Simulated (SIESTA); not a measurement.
# TePb (Fm-3m) in SIESTA: further runs, part 3 of 3

SIESTA 5.4.2. The steps go on from the part before.

**5. Band structure, APBE**

run.py

```python
from ase import Atoms
from ase.calculators.siesta import Siesta
from ase.units import Ry, GPa

atoms = Atoms(
    ['Pb', 'Te'],
    cell=[
        [0.0, 3.231, 3.231],
        [3.231, 0.0, 3.231],
        [3.231, 3.231, 0.0],
    ],
    scaled_positions=[
        [0.0, 0.0, 0.0],
        [0.5, 0.5, 0.5],
    ],
    pbc=True,
)

fdf = {
    'SCFMustConverge': False,
    'XC.Mix': ['2', 'GGA LIBXC-00-GGA_X_APBE 1.0 0.0', 'GGA LIBXC-00-GGA_C_APBE 0.0 1.0'],
    'OccupationFunction': 'FD',
    'ElectronicTemperature': '0.05 eV',
    'MaxSCFIterations': '120',
    'SCF.Mixer.Method': 'Pulay',
    'SCF.Mixer.Weight': '0.25',
    'SCF.Mixer.History': '8',
    'SCF.DM.Tolerance': '5.0e-05',
    'SCF.H.Tolerance': '1.0e-03 eV',
    'WriteForces': 'true',
    'Charge.Mulliken': 'end',
    'BandLinesScale': 'ReciprocalLatticeVectors',
    'BandLines': ['  1    0.000000   0.000000   0.000000  \\Gamma', ' 12    0.500000   0.000000   0.500000  X', '  6    0.500000   0.250000   0.750000  W', '  4    0.375000   0.375000   0.750000  K', ' 13    0.000000   0.000000   0.000000  \\Gamma', ' 11    0.500000   0.500000   0.500000  L', '  8    0.625000   0.250000   0.625000  U', '  4    0.500000   0.250000   0.750000  W', '  9    0.500000   0.500000   0.500000  L', '  8    0.375000   0.375000   0.750000  K', '  1    0.625000   0.250000   0.625000  U', '  4    0.500000   0.000000   0.500000  X'],
}
calc = Siesta(
    label="TePb",
    command="siesta < PREFIX.fdf > PREFIX.out",
    pseudo_path="pseudos",
    pseudo_qualifier="",
    xc=('GGA', 'PBE'),
    basis_set="DZP",
    mesh_cutoff=500 * Ry,
    energy_shift=0.002 * Ry,
    kpts=[7, 7, 7],
    spin="non-polarized",
    fdf_arguments=fdf,
)
atoms.calc = calc

print(f"energy = {atoms.get_potential_energy():.6f} eV")
free = atoms.get_potential_energy(force_consistent=True)
print(f"free energy = {free:.6f} eV")
print("forces (eV/A):")
print(atoms.get_forces(apply_constraint=False).round(6))
print("stress (GPa, Voigt order, tension positive):", (atoms.get_stress() / GPa).round(4))
```

Potentials or basis: PseudoDojo 0.4 standard (PBE files), DZP (energy shift 0.002 Ry).

Command:

```
> python run.py
```

Output:

```text
Job completed
energy = -4772.275568 eV
free energy = -4772.275569 eV
forces (eV/A):
[[-0.  0. -0.]
 [ 0.  0.  0.]]
stress (GPa, Voigt order, tension positive): [-3.8445 -3.8445 -3.8445 -0.0102 -0.0102 -0.0102]
```

TePb.fdf:

```text
SystemName	TePb
SystemLabel	TePb

%block BandLines
  1    0.000000   0.000000   0.000000  \Gamma
 12    0.500000   0.000000   0.500000  X
  6    0.500000   0.250000   0.750000  W
  4    0.375000   0.375000   0.750000  K
 13    0.000000   0.000000   0.000000  \Gamma
 11    0.500000   0.500000   0.500000  L
  8    0.625000   0.250000   0.625000  U
  4    0.500000   0.250000   0.750000  W
  9    0.500000   0.500000   0.500000  L
  8    0.375000   0.375000   0.750000  K
  1    0.625000   0.250000   0.625000  U
  4    0.500000   0.000000   0.500000  X
%endblock BandLines
BandLinesScale	ReciprocalLatticeVectors
Charge.Mulliken	end
ElectronicTemperature	0.05 eV
MaxSCFIterations	120
OccupationFunction	FD
SCF.DM.Tolerance	5.0e-05
SCF.H.Tolerance	1.0e-03 eV
SCF.Mixer.History	8
SCF.Mixer.Method	Pulay
SCF.Mixer.Weight	0.25
SCFMustConverge	False
WriteForces	true
%block XC.Mix
2
GGA LIBXC-00-GGA_X_APBE 1.0 0.0
GGA LIBXC-00-GGA_C_APBE 0.0 1.0
%endblock XC.Mix

Spin	non-polarized
XC.functional	GGA
XC.authors	PBE

MeshCutoff	6802.846506091811	eV
PAO.EnergyShift	0.027211386024367245	eV

NumberOfSpecies	2
NumberOfAtoms	2
%block ChemicalSpecieslabel
    1 82 Pb.1 Pb.1.psml
    2 52 Te.2 Te.2.psml
%endblock ChemicalSpecieslabel

%block PAO.BasisSizes
    Pb.1	DZP
    Te.2	DZP
%endblock PAO.BasisSizes

LatticeConstant	1.0 Ang
%block LatticeVectors
    0.0 3.231 3.231
    3.231 0.0 3.231
    3.231 3.231 0.0
%endblock LatticeVectors
AtomicCoordinatesFormat	Ang
%block AtomicCoordinatesAndAtomicSpecies
    0.0 0.0 0.0 1
    3.231 3.231 3.231 2
%endblock AtomicCoordinatesAndAtomicSpecies
%block DM.InitSpin
%endblock DM.InitSpin

#KPoint grid
%block kgrid_Monkhorst_Pack
     7       0       0  0.0
     0       7       0  0.0
     0       0       7  0.0
%endblock kgrid_Monkhorst_Pack
```

TePb.out:

```text
Version         : 5.4.2

[... 6 lines left out ...]
 NOTE: Please see the manual for full details and compatibility measures.

reinit: Reading from standard input
reinit: Dumping input in INPUT_TMP.81078
************************** Dump of input data file ****************************
SystemName	TePb
SystemLabel	TePb
%block BandLines
  1    0.000000   0.000000   0.000000  \Gamma
 12    0.500000   0.000000   0.500000  X
  6    0.500000   0.250000   0.750000  W
  4    0.375000   0.375000   0.750000  K
 13    0.000000   0.000000   0.000000  \Gamma
 11    0.500000   0.500000   0.500000  L
  8    0.625000   0.250000   0.625000  U
  4    0.500000   0.250000   0.750000  W
  9    0.500000   0.500000   0.500000  L
  8    0.375000   0.375000   0.750000  K
  1    0.625000   0.250000   0.625000  U
  4    0.500000   0.000000   0.500000  X
%endblock BandLines
[... 775 lines left out ...]
    Basis Pressure for species 1(Pb.1) :      0.2000000 GPa
    Basis Pressure for species 2(Te.2) :      0.2000000 GPa

    Orbital volume contribution        =           2.811822 eV
    (Free)E + p_basis*V_orbitals       =       -4769.463747 eV
    (Free)Eharris+ p_basis*V_orbitals  =       -4769.463747 eV

mulliken: Atomic and Orbital Populations:

Species: Pb.1
Atom  Qatom  Qorb
               6s      6s      6py     6pz     6px     6py     6pz     6px
               5dxy    5dyz    5dz2    5dxz    5dx2-y2 6dxy    6dyz    6dz2
               6dxz    6dx2-y2
   1 13.810   1.789   0.073   0.330   0.330   0.330   0.148   0.148   0.148
              1.998   1.998   1.990   1.998   1.990   0.050   0.050   0.196

              0.050   0.196

Species: Te.2
Atom  Qatom  Qorb
               5s      5s      5py     5pz     5px     5py     5pz     5px
               4dxy    4dyz    4dz2    4dxz    4dx2-y2 5dxy    5dyz    5dz2
               5dxz    5dx2-y2
   2 16.190   1.794   0.053   1.155   1.155   1.155   0.182   0.182   0.182
              2.002   2.002   2.002   2.002   2.002   0.036   0.036   0.105

              0.036   0.105

mulliken: Qtot =       30.000

Mulliken Atomic Populations:
Atom #   charge [q] valence [e]  Species
     1     0.189706   13.810294  Pb.1
     2    -0.189706   16.189706  Te.2
 Total    -0.000000

Job completed
```

Run time: 29 s. Hardware: 1 thread of Arm Neoverse V2, shared host; peak memory 0.26 GiB.

Results:

```
Free energy             : -4772.2756 eV
Pressure                : 3.8 GPa
Band gap along the path : 0.77 eV, direct
```

Levels at the corners of the path, in eV from the Fermi level:
| point | band 13 | band 14 | band 15 | band 16 | band 17 | band 18 |
| --- | --- | --- | --- | --- | --- | --- |
| Γ | -1.74 | -1.74 | -1.74 | 3.73 | 3.74 | 3.74 |
| X | -4.95 | -3.22 | -3.22 | 3.06 | 5.22 | 5.22 |
| W | -4.22 | -4.22 | -0.79 | 1.31 | 4.98 | 4.98 |
| K | -4.56 | -2.71 | -2.51 | 3.30 | 3.39 | 4.97 |
| Γ | -1.74 | -1.74 | -1.74 | 3.73 | 3.74 | 3.74 |
| L | -1.31 | -1.31 | -0.43 | 0.34 | 0.91 | 0.91 |
| U | -4.56 | -2.71 | -2.51 | 3.30 | 3.39 | 4.97 |
| W | -4.22 | -4.22 | -0.79 | 1.31 | 4.98 | 4.98 |
| L | -1.31 | -1.31 | -0.43 | 0.34 | 0.91 | 0.91 |
| K | -4.56 | -2.71 | -2.51 | 3.30 | 3.39 | 4.97 |
| U | -4.56 | -2.71 | -2.51 | 3.30 | 3.39 | 4.97 |
| X | -4.95 | -3.22 | -3.22 | 3.06 | 5.22 | 5.22 |

Caveat: this odd mesh misses L, where the gap lies, so gap, dielectric constants and Born charges aren't listed; semicore shells carry a single zeta, which can move pressures by several GPa and volumes by a few percent; the potentials were made for another functional, which shifts forces and pressure; spin-orbit coupling is left out, which moves the levels of the heavy elements; the basis of atomic orbitals isn't converged, which shifts pressures, moduli and gaps.

**6. The reference run**

An earlier run on the cell as given: functional PBE; potentials or basis PseudoDojo 0.4 standard (PBE files); basis DZP (energy shift 0.002 Ry); grid cutoff 500 Ry; energy shift 0.002 Ry; k mesh 7 × 7 × 7; occupations fermi-dirac, width 0.05 eV; no spin polarisation.

- Pressure: 3.0 GPa

**7. Summary**

```csv
task,level,potentials or basis,spin,k mesh,pressure (GPa)
band structure,PBE,"PseudoDojo 0.4 standard (PBE files), TZDP (energy shift 0.002 Ry)",off,7 × 7 × 7,2.6
band structure,PBE,"PseudoDojo 0.4 standard (PBE files, fully relativistic), TZP (energy shift 0.002 Ry)","non-collinear, zero start, SOC",5 × 5 × 5,2.6
equation of state,WC,"PseudoDojo 0.4 standard (PBEsol files), DZP (energy shift 0.002 Ry)",off,7 × 7 × 7,-
band structure,APBE,"PseudoDojo 0.4 standard (PBE files), DZP (energy shift 0.002 Ry)",off,7 × 7 × 7,3.8
single point,PBE,"PseudoDojo 0.4 standard (PBE files), DZP (energy shift 0.002 Ry)",off,7 × 7 × 7,3.0
```

Alike in all rows: cell as given; smearing fermi-dirac 0.05 eV; grid cutoff 500 Ry; energy shift 0.002 Ry.

Caveats: semicore shells carry a single zeta, which can move pressures by several GPa and volumes by a few percent; the basis of atomic orbitals isn't converged, which shifts pressures, moduli and gaps; spin-orbit coupling is left out, which moves the levels of the heavy elements (some runs); the potentials were made for another functional, which shifts forces and pressure (some runs).

Absolute energies hang on the potentials; compare differences alone.

**8. Against experiment**

Step 2. Against the measured gap of TePb, 0.19 eV (direct; 4.2 K; a printed reference work, monograph), the calculated 0.75 eV is off by +0.56 eV. Spin-orbit coupling on Pb, Te is left out. The value is that of PBE in an atomic basis (PseudoDojo 0.4 standard (PBE files), TZDP (energy shift 0.002 Ry)), whose error adds to the functional's,, without temperature or zero-point motion.

Step 3. Against the measured gap of TePb, 0.19 eV (direct; 4.2 K; a printed reference work, monograph), the calculated 0.01 eV is off by -0.18 eV. The value is that of PBE in an atomic basis (PseudoDojo 0.4 standard (PBE files, fully relativistic), TZP (energy shift 0.002 Ry)), whose error adds to the functional's,, without temperature or zero-point motion. Semilocal functionals fall short of measured gaps as a rule.

Step 5. Measured gap of TePb: 0.19 eV (direct; 4.2 K; a printed reference work, monograph). This calculation gives 0.77 eV (+0.58 eV). Spin-orbit coupling on Pb, Te is left out. The value is that of APBE in an atomic basis (PseudoDojo 0.4 standard (PBE files), DZP (energy shift 0.002 Ry)), whose error adds to the functional's,, without temperature or zero-point motion.
